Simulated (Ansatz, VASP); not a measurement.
# Sn8TeSe7 (SnSe0.9Te0.1, orthorhombic SnSe-type solid solution) in two plane-wave programs, part 2 of 2

Aim: how closely do two programs agree when they are given the same cell, functional and k mesh? The cell is invented: As first built, before any earlier steps moved the atoms or strained the cell (in the runner's words): 1x2x2 conventional cells of the SnSe type (32 atoms: 14 Se, 16 Sn, 2 Te); Se/Te share their sites, the best of 600 random draws by like-pair counts in two shells; start lattice of SnSe; atoms moved at random by 0.02 A. It may not be a known or stable phase. Of the first pair: The structure shown is the end of the Ansatz relaxation below.

VASP 6.6.1 and Ansatz 0.2.0.

So far. Step 3 (VASP: single point, PBE, relaxed cell): The run ends at a pressure of 0.02 GPa, with forces up to 0.023 eV/Å.

### Step 4. Side by side

Known differences besides the potentials themselves: the data sets hold 480 valence electrons in Ansatz (on its default PAW (the set named soft_2) files) and 320 in VASP; the cutoff is 350 eV in Ansatz and 500 eV in VASP (PREC = Accurate, projectors in real space); Ansatz's pressure holds a Pulay correction, VASP's none; Ansatz's log warns that its cutoff lies below the recommended one. Total energies have different zeros and are not compared.

The two programs side by side:

```
              quantity  Ansatz   VASP  difference
        pressure (GPa)    0.01   0.02       -0.01
gap on the k mesh (eV)   1.530  1.522      +0.008
```

The largest component of a force difference here is 16 meV/Å. A gap on the mesh is an upper bound, since the band edges may lie between its points.

### Step 5. Ansatz: relaxation, LDA

The two programs are compared at the cell with which this relaxation starts, whose forces are those of its first step. The cell compared in this pair holds 845.09 Å³, against 924.33 Å³ for the pair before.

The structure compared here is the start of the Ansatz relaxation; VASP solves that cell, so the two are compared at the walk's first step.

input.yaml

```yaml
crystal:
  lattice:
    - [11.37, 0.0, 0.0]
    - [0.0, 8.372, 0.0]
    - [0.0, 0.0, 8.878]
  atoms:
    - { symbol: Se, position: [0.85081, 0.12644, 0.24083] }
    - { symbol: Se, position: [0.64186, 0.37666, 0.49129] }
    - { symbol: Se, position: [0.36069, 0.11969, 0.00679] }
    - { symbol: Se, position: [0.14459, 0.37408, 0.26007] }
    - { symbol: Se, position: [0.64607, 0.37615, 0.99155] }
    - { symbol: Se, position: [0.35428, 0.12544, 0.51062] }
    - { symbol: Se, position: [0.14472, 0.36999, 0.7624] }
    - { symbol: Se, position: [0.85463, 0.62711, 0.24028] }
    - { symbol: Se, position: [0.64641, 0.87422, 0.49477] }
    - { symbol: Se, position: [0.35781, 0.62347, 0.00203] }
    - { symbol: Se, position: [0.14512, 0.87265, 0.26082] }
    - { symbol: Se, position: [0.85617, 0.62412, 0.73927] }
    - { symbol: Se, position: [0.64301, 0.87852, 0.99358] }
    - { symbol: Se, position: [0.35513, 0.62578, 0.51068] }
    - { symbol: Sn, position: [0.11838, 0.12069, 0.05316] }
    - { symbol: Sn, position: [0.38074, 0.37355, 0.29948] }
    - { symbol: Sn, position: [0.61703, 0.12242, 0.20112] }
    - { symbol: Sn, position: [0.88007, 0.37604, 0.45153] }
    - { symbol: Sn, position: [0.1222, 0.12439, 0.54963] }
    - { symbol: Sn, position: [0.38037, 0.37788, 0.80053] }
    - { symbol: Sn, position: [0.6194, 0.12956, 0.70129] }
    - { symbol: Sn, position: [0.88181, 0.37191, 0.9467] }
    - { symbol: Sn, position: [0.11783, 0.62529, 0.04698] }
    - { symbol: Sn, position: [0.37965, 0.87686, 0.29817] }
    - { symbol: Sn, position: [0.61771, 0.62423, 0.19818] }
    - { symbol: Sn, position: [0.88285, 0.87847, 0.45299] }
    - { symbol: Sn, position: [0.12145, 0.62034, 0.55149] }
    - { symbol: Sn, position: [0.38111, 0.87836, 0.798] }
    - { symbol: Sn, position: [0.62018, 0.62934, 0.70206] }
    - { symbol: Sn, position: [0.8816, 0.87472, 0.9519] }
    - { symbol: Te, position: [0.85526, 0.12234, 0.74293] }
    - { symbol: Te, position: [0.14753, 0.8761, 0.76118] }
kpoints:
  mp_grid: { grid: [2, 2, 2], shift: [0.5, 0.5, 0.5] }
hamiltonian:
  xc: lda
scf:
  occupations: { method: fermi_dirac, width: 0.01 }
output:
  forces: true
  stress: true
relax:
  f_tol: 0.02
  max_steps: 45
  cell: { stress_tol: 0.1 }
```

Command:

```console
ansatz run input.yaml --threads 8 --pin off --max-ram 15360MiB --backend cpu --events-out ev --progress --plain --runs-dir out
```

Numbers of over 12 decimals in the logs are rounded to 6 here.

What it wrote:

```text
[...]
Crystal: 32 atoms, lattice volume = 845.094 Å³
Basis set: ecut = 420 eV, 16467 PW (Γ)
Bands: 288, of which v1, the nominal top of the filled ones, is band 240 counted from 1 (239 counted from 0)
Symmetry: 1 space group operations
[...]
k-points: 4 of 8 (time reversal used)
[...]
- { symbol: Sn, position: [0.884283, 0.386697, 0.963028] }
[...]
- { symbol: Sn, position: [0.116227, 0.613012, 0.537715] }
    - { symbol: Sn, position: [0.393860, 0.874362, 0.806260] }
    - { symbol: Sn, position: [0.617162, 0.624864, 0.700832] }
    - { symbol: Sn, position: [0.881107, 0.863151, 0.963825] }
    - { symbol: Te, position: [0.860802, 0.124678, 0.735945] }
    - { symbol: Te, position: [0.139528, 0.875067, 0.764800] }
[key lines of the parts left out:]
SCF converged after 8 iterations
Free energy (F): -183105.567014 eV
Fermi energy:    9.952121 eV
P = ⅓ Tr σ = -0.0152 GPa (-0.152 kbar)
```

### Step 6. VASP: single point, LDA, start cell, pair 2

The same cell, functional (in two slightly different forms), mesh and smearing now go to VASP, with its own data sets.

INCAR

```
SYSTEM = Sn8TeSe7
PREC = Accurate
ENCUT = 400
EDIFF = 1E-06
NELM = 120
ISMEAR = -1
SIGMA = 0.01
LREAL = Auto
ALGO = Normal
GGA = CA
NBANDS = 188
LORBIT = 11
LWAVE = .FALSE.
LCHARG = .FALSE.
ISIF = 2
ISYM = 0
LASPH = .TRUE.
GGA_COMPAT = .FALSE.
EFERMI = MIDGAP
KPAR = 4
```

POSCAR

```
Sn8TeSe7
1.0
   11.3700000000      0.0000000000      0.0000000000
    0.0000000000      8.3720000000      0.0000000000
    0.0000000000      0.0000000000      8.8780000000
Se Sn Te
14 16 2
Direct
    0.8508091469      0.1264452938      0.2408312683
    0.6418557608      0.3766602962      0.4912930840
    0.3606860158      0.1196846632      0.0067920703
    0.1445910290      0.3740802676      0.2600698355
    0.6460686016      0.3761466794      0.9915521514
    0.3542832014      0.1254419494      0.5106217617
    0.1447229551      0.3699952222      0.7624014418
    0.8546262093      0.6271141902      0.2402793422
    0.6464116095      0.8742236025      0.4947735977
    0.3578100264      0.6234710941      0.0020274837
    0.1451187335      0.8726469183      0.2608245100
    0.8561741425      0.6241161013      0.7392656004
    0.6430079156      0.8785236503      0.9935796351
    0.3551275286      0.6257763975      0.5106780806
    0.1183817062      0.1206880076      0.0531651273
    0.3807387863      0.3735547062      0.2994818653
    0.6170272647      0.1224199713      0.2011151160
    0.8800703606      0.3760391782      0.4515318765
    0.1221987687      0.1243908266      0.5496282947
    0.3803693931      0.3778786431      0.8005293985
    0.6194019349      0.1295628285      0.7012953368
    0.8818117854      0.3719063545      0.9466997071
    0.1178276165      0.6252866699      0.0469813021
    0.3796481970      0.8768633540      0.2981752647
    0.6177132806      0.6242355471      0.1981752647
    0.8828496042      0.8784758720      0.4529849065
    0.1214511873      0.6203416149      0.5514868214
    0.3811081794      0.8783564262      0.7979950439
    0.6201759015      0.6293358815      0.7020612751
    0.8816007036      0.8747252747      0.9519035819
    0.8552594547      0.1223363593      0.7429263348
    0.1475285840      0.8760989011      0.7611849516
```

KPOINTS

```
Points of the shifted mesh
8
Reciprocal
 0.2500000000  0.2500000000  0.2500000000 1
 0.2500000000  0.2500000000  0.7500000000 1
 0.2500000000  0.7500000000  0.2500000000 1
 0.2500000000  0.7500000000  0.7500000000 1
 0.7500000000  0.2500000000  0.2500000000 1
 0.7500000000  0.2500000000  0.7500000000 1
 0.7500000000  0.7500000000  0.2500000000 1
 0.7500000000  0.7500000000  0.7500000000 1
```

PAW data sets: Se, Sn_d and Te (LDA family, release 64).

Command:

```console
mpirun -np 4 vasp_std
```

What it wrote:

```text
[banner, memory and clock lines left out]
running    4 mpi-ranks, on    1 nodes
[...]
LDA part: xc-table for (Slater(with rela. corr.)+CA(PZ))
 , standard interpolation
 POSCAR, INCAR and KPOINTS ok, starting setup
[...]
entering main loop
       N       E                     dE             d eps       ncg     rms          rms(c)
DAV:   1     0.406545688305E+04    0.40655E+04   -0.11540E+05  3008   0.189E+03
DAV:   2     0.711101887463E+03   -0.33544E+04   -0.32870E+04  3008   0.570E+02
DAV:   3    -0.576475326179E+02   -0.76875E+03   -0.72713E+03  3352   0.226E+02
DAV:   4    -0.147774373389E+03   -0.90127E+02   -0.87009E+02  3496   0.731E+01
[...]
DAV:  12    -0.149737698057E+03    0.30809E-04   -0.35639E-04  3712   0.753E-02    0.189E-02
DAV:  13    -0.149737700192E+03   -0.21349E-05   -0.34190E-05  4064   0.323E-02    0.871E-03
DAV:  14    -0.149737700467E+03   -0.27477E-06   -0.75210E-06  3440   0.837E-03
   1 F= -.14973770E+03 E0= -.14973770E+03  d E =0.000000E+00
```

Parts of OUTCAR (step 6):

```text
  Total        6.4741566     -5.4563224     -3.2186549     -0.0651497      0.3791132      1.4048007
  in kB       12.2740802    -10.3444114     -6.1021120     -0.1235145      0.7187446      2.6633024
  external PRESSURE =      -1.3908144 kB  Pullay stress =       0.0000000 kB

 POSITION                                       TOTAL-FORCE (eV/Angst)
 -----------------------------------------------------------------------------------
      9.67370      1.05860      2.13810         0.393024     -0.035877      0.122511
      7.29790      3.15340      4.36170        -0.056595      0.040432      0.023697
      4.10100      1.00200      0.06030        -0.190880      0.220367      0.172869
      1.64400      3.13180      2.30890        -0.135167      0.020427     -0.136204
      7.34580      3.14910      8.80300        -0.205285     -0.086174      0.015388
      4.02820      1.05020      4.53330         0.386168     -0.037798     -0.132298
      1.64550      3.09760      6.76860        -0.212235      0.088510     -0.016655
      9.71710      5.25020      2.13320         0.140430     -0.020516      0.178476
      7.34970      7.31900      4.39260        -0.160312      0.110912     -0.075118
      4.06830      5.21970      0.01800        -0.022656      0.104190      0.291875
      1.65000      7.30580      2.31560        -0.235026     -0.033071     -0.090351
      9.73470      5.22510      6.56320         0.212096      0.057386      0.049583
      7.31100      7.35500      8.82100        -0.000504     -0.151312     -0.100296
      4.03780      5.23900      4.53380         0.292183     -0.081958     -0.131120
[...]
-----------------------------------------------------------------------------------
    total drift:                                0.023489     -0.006997      0.011334

  FREE ENERGIE OF THE ION-ELECTRON SYSTEM (eV)
  ---------------------------------------------------
  free  energy   TOTEN  =      -149.7377004667 eV

  energy  without entropy=     -149.7377004667  energy(sigma->0) =     -149.73770047

[... 1 part as in an earlier step ...]

[... 2 further parts left out ...]
[key lines of the parts left out:]
E-fermi :   6.1219
```

The run ends at a pressure of -0.14 GPa, with forces up to 1.8 eV/Å.

### Step 7. Side by side

What differs besides the data sets and the points named for the pairs above, as far as they apply: the two LDA forms differ slightly; the data sets hold 480 valence electrons in Ansatz (on its default PAW (the set named soft_2) files) and 320 in VASP; the cutoff is 420 eV in Ansatz and 400 eV in VASP (PREC = Accurate, projectors in real space); VASP's log shows a relativistic correction to its local exchange, Ansatz's none. Total energies have different zeros and are not compared.

Forces on 7 of the 32 atoms, those with the largest forces and the largest differences (eV/Å; atoms numbered as in POSCAR):

```
atom          Ansatz x, y, z            VASP x, y, z
Sn19   -0.319, 0.662, -0.630   -0.351, 0.670, -0.653
Sn21  -1.469, -0.055, -0.205  -1.517, -0.056, -0.193
Sn22     0.231, 0.867, 0.785     0.260, 0.879, 0.810
Sn28    1.731, -0.080, 0.092    1.780, -0.080, 0.079
Sn30   -0.035, -0.779, 0.702   -0.008, -0.789, 0.725
Te31   1.113, -0.011, -0.919   1.140, -0.014, -0.948
Te32   -1.464, -0.161, 0.555   -1.492, -0.163, 0.576
```

The forces differ by 18 meV/Å r.m.s., which is 4.2 % of the r.m.s. force of 0.414 eV/Å (both taken over all components).

### Step 8. Ansatz: relaxation, LDA

This run makes the geometry at which the two programs are then compared. The cell compared in this pair holds 820.34 Å³, against 845.09 Å³ for the pair before.

The structure compared here is the end of the Ansatz relaxation.

This is the run of step 5 again, met here at its other cell.

### Step 9. VASP: single point, LDA, relaxed cell, pair 3

The same cell, functional (in two slightly different forms), mesh and smearing now go to VASP, with its own data sets.

INCAR: that of step 6 with these lines changed.

```diff
@@ -2,3 +2,3 @@
 PREC = Accurate
-ENCUT = 400
+ENCUT = 500
 EDIFF = 1E-06
```

POSCAR

```
Sn8TeSe7
1.0
   11.3241570000      0.0030660000      0.0010680000
    0.0022580000      8.2553800000     -0.0011620000
    0.0008340000     -0.0012320000      8.7751220000
Se Sn Te
14 16 2
Direct
    0.8577900000      0.1255700000      0.2400400000
    0.6400300000      0.3773900000      0.4871300000
    0.3588200000      0.1271100000      0.0137000000
    0.1461300000      0.3757800000      0.2633200000
    0.6433300000      0.3747300000      0.9899200000
    0.3598000000      0.1247500000      0.5098500000
    0.1435200000      0.3747800000      0.7590700000
    0.8542300000      0.6240300000      0.2374900000
    0.6416500000      0.8727400000      0.4871700000
    0.3602900000      0.6225800000      0.0136800000
    0.1426300000      0.8742000000      0.2607900000
    0.8569500000      0.6250200000      0.7416600000
    0.6406000000      0.8749400000      0.9908100000
    0.3571400000      0.6250300000      0.5108100000
    0.1171100000      0.1261200000      0.0503300000
    0.3872300000      0.3756100000      0.2996700000
    0.6168000000      0.1258000000      0.2002600000
    0.8804600000      0.3762000000      0.4504200000
    0.1193100000      0.1366300000      0.5369900000
    0.3833500000      0.3750900000      0.8000900000
    0.6064600000      0.1255400000      0.6945000000
    0.8842800000      0.3867000000      0.9630300000
    0.1198400000      0.6236300000      0.0503100000
    0.3836400000      0.8739500000      0.3003400000
    0.6131000000      0.6240700000      0.2010300000
    0.8832900000      0.8736800000      0.4505000000
    0.1162300000      0.6130100000      0.5377200000
    0.3938600000      0.8743600000      0.8062600000
    0.6171600000      0.6248600000      0.7008300000
    0.8811100000      0.8631500000      0.9638300000
    0.8608000000      0.1246800000      0.7359500000
    0.1395300000      0.8750700000      0.7648000000
```

KPOINTS is that of step 6.

Command:

```console
mpirun -np 4 vasp_std
```

What it wrote:

```text
[... set-up lines as in an earlier step ...]
 entering main loop
       N       E                     dE             d eps       ncg     rms          rms(c)
DAV:   1     0.450630820899E+04    0.45063E+04   -0.12943E+05  3016   0.219E+03
DAV:   2     0.857544897165E+03   -0.36488E+04   -0.35747E+04  3008   0.662E+02
DAV:   3    -0.355063186356E+02   -0.89305E+03   -0.84774E+03  3352   0.251E+02
DAV:   4    -0.147477894971E+03   -0.11197E+03   -0.10802E+03  3560   0.817E+01
[...]
DAV:  13    -0.150585555688E+03    0.16069E-05   -0.84441E-05  4112   0.384E-02    0.913E-03
DAV:  14    -0.150585554735E+03    0.95306E-06   -0.11765E-05  3792   0.187E-02    0.465E-03
DAV:  15    -0.150585554804E+03   -0.68212E-07   -0.16194E-06  1920   0.434E-03
   1 F= -.15058555E+03 E0= -.15058555E+03  d E =0.000000E+00
```

OUTCAR, selected parts (step 9):

```text
  Total        0.4524632      0.5281868      0.6073627     -0.0218213      0.0022094     -0.0622389
  in kB        0.8836855      1.0315781      1.1862129     -0.0426181      0.0043150     -0.1215560
  external PRESSURE =       1.0338255 kB  Pullay stress =       0.0000000 kB

 POSITION                                       TOTAL-FORCE (eV/Angst)
 -----------------------------------------------------------------------------------
      9.71423      1.03896      2.10715         0.017665      0.000055     -0.010695
      7.24906      3.11686      4.27487        -0.010883      0.005314     -0.022222
      4.06363      1.05042      0.12045         0.006920      0.001563      0.015346
      1.65587      3.10233      2.31038        -0.016589      0.001759      0.014603
      7.28684      3.09429      8.68692        -0.008249      0.006445     -0.020819
      4.07514      1.03033      4.47424         0.012827      0.004944      0.025074
      1.62672      3.09346      6.66065        -0.003059     -0.002698      0.009729
      9.67504      5.15393      2.08419         0.014017     -0.001913     -0.016552
      7.26852      7.20617      4.27465        -0.010885     -0.002232     -0.015298
      4.08140      5.14072      0.11971         0.010687     -0.007090      0.021154
      1.61736      7.21697      2.28760        -0.018851      0.001733      0.007037
      9.70627      5.16149      6.50835         0.004511      0.001486     -0.004445
      7.25706      7.22371      8.69415        -0.013249     -0.002687     -0.023519
      4.04615      5.16033      4.48208         0.008014     -0.005421      0.021309
[...]
-----------------------------------------------------------------------------------
    total drift:                               -0.003394     -0.007837     -0.011632

  FREE ENERGIE OF THE ION-ELECTRON SYSTEM (eV)
  ---------------------------------------------------
  free  energy   TOTEN  =      -150.5855548036 eV

  energy  without entropy=     -150.5855548036  energy(sigma->0) =     -150.58555480

[... 1 part as in an earlier step ...]

[... 2 further parts left out ...]
[key lines of the parts left out:]
E-fermi :   6.4758
```

The run ends at a pressure of 0.10 GPa, with forces up to 0.038 eV/Å.

### Step 10. Differences

What differs besides the data sets and the points named for the pairs above, as far as they apply: the data sets hold 480 valence electrons in Ansatz (on its default PAW (the set named soft_2) files) and 320 in VASP; the cutoff is 420 eV in Ansatz and 500 eV in VASP (PREC = Accurate, projectors in real space). Total energies have different zeros and are not compared.

The two programs side by side:

```
              quantity  Ansatz   VASP  difference
        pressure (GPa)   -0.02   0.10       -0.12
gap on the k mesh (eV)   1.423  1.409      +0.014
```

The largest component of a force difference here is 28 meV/Å. A gap on the mesh is an upper bound, since the band edges may lie between its points.

### Step 11. Results

```
difference in gap on the k mesh (single point, PBE, relaxed cell) : 0.0084 eV
r.m.s. force difference (single point, PBE, relaxed cell)         : 7.5 meV/Å
r.m.s. force difference (single point, LDA, start cell, pair 2)   : 4.2 % of the r.m.s. force
r.m.s. force difference (single point, LDA, relaxed cell, pair 3) : 14 meV/Å
```

In words: The r.m.s. force difference is 4.2 % of the r.m.s. force (single point, LDA, start cell, pair 2), beyond the 3 % picked in this series as the mark of a large difference. The data sets hold unlike numbers of valence electrons (480 in Ansatz and 320 in VASP), so part of the differences may come from the potentials. What causes the difference of the single point, LDA, start cell, pair 2 pair stays open here. What causes the difference of the single point, LDA, relaxed cell, pair 3 pair stays open here. Such differences can come from data sets, numerical settings and the points named under the comparisons, not from the functional's error against experiment.

[Lines on the potential files, build, host, timing and source positions are cut from VASP's logs without a mark.]

[Logs are printed without paths, hosts, clocks, repeated set-up lines and the standing remarks that a program may print on its own settings, such as how far it seeks lower states.]

[Hosts, paths, dates, database ids (printed as entryN), source tags and the programs' standing remarks are cut or masked in the printed files.]
